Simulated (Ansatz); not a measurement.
Runs of Ansatz 0.2.0 on Fe. The structure is cubic, space group Im-3m (No. 229). Conventional cell: a = 2.886 Å, b = 2.886 Å, c = 2.886 Å, α = 90.00°, β = 90.00°, γ = 90.00°. Around Fe (site symmetry m-3m) lie 8 Fe at 2.50 Å. 

| task | level | potentials or basis | cell | k mesh | cutoff (eV) | atoms under strain | points for each segment of the path | gap on the mesh (eV) | pressure (GPa) | moment (μB) |
| --- | --- | --- | --- | --- | --- | --- | --- | --- | --- | --- |
| elastic constants | PBE | Ansatz PAW | as given | 11 × 11 × 11 | 420 | relaxed | - | none | (a) | 2.26 |
| relaxation of cell and atoms | RPBE+D4 | Ansatz PAW | relaxed | 13 × 13 × 13 | 420 | - | - | - | 0.0 | 2.11 |
| band structure | LDA | JTH PAW LDA | as given | 13 × 13 × 13 | 1320 | - | 14 | none | (b) | 2.21 |
| band structure | rPW86-PBE | Ansatz PAW | as given | 13 × 13 × 13 | 420 | - | 14 | none | -4.7 | 2.14 |

Alike in all rows: spin collinear, ferromagnetic start; smearing fermi-dirac 0.05 eV.

Fill in the values left out.

(a) -9.5; (b) -26.2.

Caveats: the PAW data sets come from PBE, with cores solved anew for the run's functional, which leaves a small shift of forces and pressure (some runs); the cell is more than 3 GPa from zero pressure, which shifts response properties (some runs); elastic constants of metals need much finer meshes, so these are rough (some runs); the plane-wave basis is chosen anew once the cell has moved, so the energies of steps on either side of that aren't comparable (some runs); so large a pressure means that the cell lies far from this level's equilibrium, or that cutoff or potentials fall short (some runs).

A gap of «none» marks a metal or a gap under the smearing width.
